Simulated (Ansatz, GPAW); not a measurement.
This is a calculation of AgO for GPAW 26.7.0 (ASE script). 

Contents of run.py:

```python
from ase.dft.bandgap import bandgap
from ase.io import read, write
from ase.units import Bohr, GPa
from gpaw import GPAW, PW
from gpaw.elf import elf_from_dft_calculation

atoms = read('POSCAR')

calc = GPAW(mode=PW(800),
            xc='LDA',
            kpts={'size': (10, 10, 10), 'gamma': True},
            occupations={'name': 'methfessel-paxton', 'order': 0, 'width': 0.05},
            nbands=22,
            convergence={'density': 1e-05, 'energy': 1e-05},
            maxiter=150,
            txt='gpaw.txt')
atoms.calc = calc
energy = atoms.get_potential_energy()
forces = atoms.get_forces()
stress = atoms.get_stress()
calc.write('gs.gpw')
write('result.traj', atoms)
print(f'Energy: {energy:.6f} eV')
print('Forces (eV/A):')
print(forces.round(4))
print('Stress (GPa):', (stress / GPa).round(3))
print('Fermi level:', round(calc.get_fermi_level(), 4), 'eV')
print(f'Gap: {bandgap(calc)[0]:.4f} eV, direct: {bandgap(calc, direct=True)[0]:.4f} eV')

# fields on the real-space grid
write('density.cube', atoms, data=calc.get_pseudo_density() * Bohr**3)
write('potential.cube', atoms, data=calc.get_electrostatic_potential())
write('elf.cube', atoms, data=elf_from_dft_calculation(calc).data)
```

Contents of POSCAR:

```
AgO
1.0
    0.0000000000      2.4080000000      2.4080000000
    2.4080000000      0.0000000000      2.4080000000
    2.4080000000      2.4080000000      0.0000000000
Ag O
1 1
Direct
    0.0000000000      0.0000000000      0.0000000000
    0.7500000000      0.7500000000      0.7500000000
```

Potentials or basis: the program's PAW data sets (release 1.2.1) made for this functional, pw.

Run with:

```bash
$ OMP_NUM_THREADS=1 python run.py
```

Task: What does the same run look like in Ansatz 0.2.0? Potentials or basis there: Ansatz PAW, cutoff 420 eV.

Result: As run (cutoffs and basis follow the program's own potentials, and thresholds, step limits or extra output files can differ):

input.yaml

```yaml
crystal:
  lattice:
    - [0.0, 2.408, 2.408]
    - [2.408, 0.0, 2.408]
    - [2.408, 2.408, 0.0]
  atoms:
    - { symbol: Ag, position: [0.0, 0.0, 0.0] }
    - { symbol: O, position: [0.75, 0.75, 0.75] }
hamiltonian:
  xc: lda
  pseudopotentials: { kind: paw }
kpoints:
  mp_grid: { grid: [10, 10, 10] }
scf:
  occupations: { method: gaussian, width: 0.05 }
output:
  forces: true
  stress: true
  eigenvalues: true
  write_density: true
  write_potential: true
  elf: true
  volumetric_format: npy
```

Potentials or basis: Ansatz PAW.

Command:

```bash
$ ansatz run input.yaml --threads 1 --pin off --max-ram 3584MiB --backend cpu --events-out ev --progress --plain --runs-dir out
```

Both were run:

|  | GPAW | Ansatz |
| --- | --- | --- |
| Pressure | 5.6 GPa | 5.7 GPa |

Ansatz's pressure holds a Pulay term of +0.61 GPa for its cutoff of 420 eV, which the other run lacks.

The potentials hold 23 and 25 valence electrons a cell.

Ansatz's potentials were made for PBE.

Where Ansatz's input types no cutoff or centring, it takes its own default and a Γ-centred mesh.

The two programs' LDA may be different fits to the electron gas.

Pressure is positive in compression.
